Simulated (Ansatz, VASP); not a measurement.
**One calculation of CdTe, two programs**

```xyz
2
Lattice="0.0000 3.2821 3.2821 3.2821 0.0000 3.2821 3.2821 3.2821 0.0000" Properties=species:S:1:pos:R:3 pbc="T T T"
Cd    0.0000    0.0000    0.0000
Te    1.6411    1.6411    1.6411
```

The cell is a database's computed one.

Alike in both runs: task relaxation of cell and atoms; functional PBE; k mesh 8 × 8 × 8; occupations gaussian, width 0.02 eV; no spin polarisation.

|  | VASP | Ansatz |
| --- | --- | --- |
| version | VASP 6.6.1 | Ansatz 0.2.0 |
| potentials or method | VASP PAW PBE potentials, release 64 (Cd, Te) | scalar-relativistic, plane waves, PAW |
| plane-wave cutoff (eV) | 600 | 420 |
| valence electrons in the cell | 18 | 36 |

```csv
,VASP,Ansatz,Ansatz less VASP
"gap on the k mesh at the Fermi level, each at its own relaxed structure (eV)",0.58,0.58,+0.007
relaxed volume (Å³/atom),36.31,36.25,-0.053
relaxed cell length with the largest relative difference (Å),4.683,4.681,-0.0023
energy change over the relaxation (meV/atom),-3,-2,+0.4
```

The two sets of potentials don't hold the same shells in valence.

Caveats: spin-orbit coupling is left out, which moves the levels of the heavy elements. Expect the measured gap to be larger: semilocal functionals such as PBE lack the derivative discontinuity.
